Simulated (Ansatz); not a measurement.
**PtTe: strain energy, fitted**

PtTe, P6_3/mmc, a = 4.223 Å, c = 5.542 Å. The structure is a COD entry; whether it is the stable form wasn't checked. Ansatz: PBEsol, PAW, 420 eV, Γ-centred 12×12×10 mesh on 4 atoms, Gaussian smearing 0.10 eV; no spin polarisation. Series: shear of c along a, cell held, atoms relaxed; x is the strain in per cent (engineering shear). y is the free energy over the unstrained cell, V0 = 21.398 Å³/atom. Symmetry makes y even in x.

| x (%) | y (meV/atom) |
| --- | --- |
| 0.0 | 0.00 |
| 1.0 | 0.10 |
| 2.0 | 0.42 |
| 3.0 | ? |
| 4.0 | 1.60 |
| 6.0 | 3.50 |

Q: Fit y = c2 x² + c4 x⁴ to the other rows, turn c2 into a modulus, and predict the missing energy.

A: Least squares on the rows shown. y = 0.1027 x² − 0.0001534 x⁴. In eV per unit strain² c2 is 1.027; this is the shear stiffness (E = ½ C V0 γ²): 2 × 1.027 × 160.2 / (21.398) = 15.4 GPa. At x = 3.0 the fit asked for gives 0.91 meV/atom. The run gave 0.92 meV/atom, so the fit is 0.01 meV/atom too low, within twice the rms miss on the fitted rows (0.006 meV/atom).

Spin–orbit coupling is left out, which can shift energies with elements as heavy as these.